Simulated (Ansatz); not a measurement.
The geometry is COD entry 9008555, unchecked; take it as a test cell.

Tl: DFT, PBE, PAW with Ansatz's default frozen-core files, scalar-relativistic (Ansatz 0.2.0). What sets it apart from a plain run of this crystal: k mesh [18, 18, 18].

```yaml
crystal:
  lattice:
    - [-1.941, 1.941, 1.941]
    - [1.941, -1.941, 1.941]
    - [1.941, 1.941, -1.941]
  atoms:
    - { symbol: Tl, position: [0.0, 0.0, 0.0] }
kpoints:
  mp_grid: { grid: [18, 18, 18] }
scf:
  occupations: { method: fermi_dirac, width: 0.05 }
hamiltonian:
  xc: pbe
  pseudopotentials: { kind: paw }
output:
  forces: true
  stress: true
  eigenvalues: true
  efg: { contact_densities: true }
```

Output:

```
Tl: output.efg is read without spin–orbit coupling, which moves field gradients at and beside such atoms by some per cent and up to a factor of two; PAW files take it under magnetization.noncollinear and magnetization.spin_orbit
Engine: ansatz 0.2.0
Pseudopotentials: kind: paw
Pseudopotential: Tl, paw, valence charge 13, recommended cutoff 420 eV (normal)
Functional definition: PBE
  parameter kappa = 0.804
  parameter beta = 0.06672455060314922
  exchange = pbe_x(kappa = kappa, mu = beta*pi^2/3)
  correlation = pbe_c(beta = beta)
Crystal: 1 atoms, lattice volume = 29.251 Å³
Basis set: ecut = 420 eV, 603 PW (Γ), exchange–correlation on 48×48×48 points (8 copies of the dense FFT grid, shifted against one another)
Bands: 11, of which v1, the nominal top of the filled ones, is band 7 counted from 1 (6 counted from 0)
Symmetry: 48 space group operations
Space group: Im-3m (ITA 229), of the structure as read, at distance tolerance 3.1e-5 Å
k-points: 195 of 5832
Non-local potential: Tl, projectors of the file, l = 0: 2, l = 1: 2, l = 2: 2, l = 3: 1
PAW form: soft (Blöchl's): semilocal exchange-correlation on the pseudo side does not see the compensation charge
PAW one-centre angular grid: Tl, 590 points (default); XC on 64 Gauss nodes
Initial density: superposition of atomic densities (neutral atoms: chi_scale 0, normalization atom), corrected by the library's trained network
Initial wavefunctions: pseudopotential atomic-orbital guess
Functional: x = pbe(κ = 0.804, μ = 0.2195149727645171), c = pbe(β = 0.06672455060314922)
SCF iter   1: F=—  HF=-11444.136352 eV  |F-HF|=—  |Δ(HF+E_count)|=         —  Δρ=5.27e-4  dr2=5.88e-5  ethr=1.77e-3  ⟨swp⟩=5.8  Hψ=13990  notcnv=0
preconditioner: auto → Kerker (q_TF=auto, 2.383 Å⁻¹)  [metal: Δε(μ)=0.105 eV  Ē_g=17.562 eV  σ=0.050 eV  W_gap=0.46  n_scr=12 (ndim 8)  ℏωp=24.8 eV  f_vac=0.000  D(μ)=0.33/eV (n_scr^D=0)]
SCF iter   2: F=—  HF=-11444.135939 eV  |F-HF|=—  |Δ(HF+E_count)|=   4.13e-4  Δρ=3.56e-4  dr2=3.78e-5  ethr=4.52e-7  ⟨swp⟩=2.4  Hψ=5097  notcnv=0
SCF iter   3: F=—  HF=-11444.135938 eV  |F-HF|=—  |Δ(HF+E_count)|=   1.08e-6  Δρ=1.85e-4  dr2=8.65e-6  ethr=2.91e-7  ⟨swp⟩=2.0  Hψ=3317  notcnv=0
SCF iter   4: F=—  HF=-11444.135940 eV  |F-HF|=—  |Δ(HF+E_count)|=   1.26e-6  Δρ=6.77e-5  dr2=1.47e-6  ethr=6.66e-8  ⟨swp⟩=1.1  Hψ=2123  notcnv=0
SCF iter   5: F=—  HF=-11444.135939 eV  |F-HF|=—  |Δ(HF+E_count)|=   1.01e-7  Δρ=2.28e-5  dr2=1.38e-7  ethr=1.13e-8  ⟨swp⟩=2.0  Hψ=3227  notcnv=0
SCF iter   6: F=-11444.135939 eV  HF=-11444.135939 eV  |F-HF|=2.88e-9  |Δ(HF+E_count)|=   2.28e-8  Δρ=5.79e-6  dr2=8.65e-9  ethr=7.69e-10  ⟨swp⟩=4.9  Hψ=6526  notcnv=0
SCF 1 converged in 6 iterations: F = -11444.135939 eV  dr2 = 8.65e-9
  greatest PAW one-centre occupation: 0.962 electrons in one spin orbital (limit 2), on the Tl atom at site 0 (counted from 0), in its partial waves of l = 2
SCF converged after 6 iterations
Free energy (F): -11444.135939 eV
Harris-Foulkes:  -11444.135939 eV  (|F-HF|=2.88e-9)
Internal energy: -11444.133047 eV  (E = F + TS)
E sigma→0 (E₀):  -11444.134493 eV
Entropy (-TS):   -0.002892 eV (-2.892 meV/atom)
Fermi energy:    10.118700 eV
--- Per-component energies (eV) ---
  E_band       = 4.084952
  E_kinetic    = 333.692788
  E_local      = -886.896631  (includes V_loc(G=0)·N_el)
  E_nonlocal   = 317.123559
  E_hartree    = 327.522702
  E_xc         = -230.832375
  E_vxc        = -142.276928  (∫ρ·V_xc dr)
  E_paw        = -10164.065576  (= ΣΔE_a)
  E_vpaw       = -272.604949  (= ΣTr[D̂ρ^β])
  E_aug_tail   = 0.000034  (compensation charges beyond the density's cutoff)
  E_ewald      = -1140.677548
  E_smearing   = -0.002892  (= −TS)
  E_closure    = -0.000000  (closes the sum)
  Σ components = -11444.135939   (vs F -11444.135939, Δ=0.00e0)
--- Forces (eV/Å), atoms counted from 1 ---
  atom   1  Tl     0.00000000     0.00000000     0.00000000
  max |Σ_I F_I| component: 1.77e-31 eV/Å
--- Stress (GPa, compression-positive) ---
        2.219101       0.000000      -0.000000
        0.000000       2.219101      -0.000000
       -0.000000       0.000000       2.219101
  P = ⅓ Tr σ = 2.2191 GPa (22.191 kbar)
--- PAW observables at the nuclei: V_zz in 10²¹ V/m², potentials from the cell's mean, atoms counted from 1 ---
  atom   1  Tl V_zz =    -0.000000   η = 0.0000   by run symmetry: forbidden
            electrostatic potential = -17135.384121 V   contact ρ = 15283750.506063 e/Å³
--- Band table (eV; the first three rows and the last of 195) ---
  k-point 0: bands = ["-1.5578", "-1.5578", "-1.5578", "-1.1491", "-1.1491", "0.2112", "20.7014", "20.7014", "20.7014", "22.3713", "22.3713"]
  k-point 1: bands = ["-1.5631", "-1.5536", "-1.5389", "-1.1549", "-1.1492", "0.2797", "19.9157", "20.4349", "20.5514", "22.0580", "22.3047"]
  k-point 2: bands = ["-1.5783", "-1.5450", "-1.4841", "-1.1708", "-1.1494", "0.4880", "18.2286", "19.7784", "20.1085", "21.5866", "22.1367"]
  k-point 194: bands = ["-1.7515", "-1.7515", "-0.9450", "-0.9450", "-0.9450", "8.4082", "11.5381", "11.5381", "11.5381", "16.5258", "16.5258"]
```
